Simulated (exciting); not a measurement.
Li2O:

```xyz
3
Lattice="0.0000 2.3269 2.3269 2.3269 0.0000 2.3269 2.3269 2.3269 0.0000" Properties=species:S:1:pos:R:3 pbc="T T T"
O     0.0000    0.0000    0.0000
Li    1.1634    1.1634    1.1634
Li    3.4903    3.4903    3.4903
```

The cell comes from a database or a generator and needn't be the stable form of this composition.

Base run:

* Program: exciting (release sodium)
* Functional: PBEsol
* Potentials or basis: all-electron LAPW+lo, shipped species files, valence relativity zora
* rgkmax: 7.5
* k mesh: 10 × 10 × 10
* Occupations: fermi-dirac, width 0.05 eV
* Spin: no spin polarisation

Its results: band gap on the k mesh 4.80 eV, indirect (least direct gap 5.01 eV).

The run is repeated on the same cell with these changes: functional from PBEsol to PBE. What comes out?

Band gap on the k mesh 4.96 eV, indirect (least direct gap 5.12 eV).
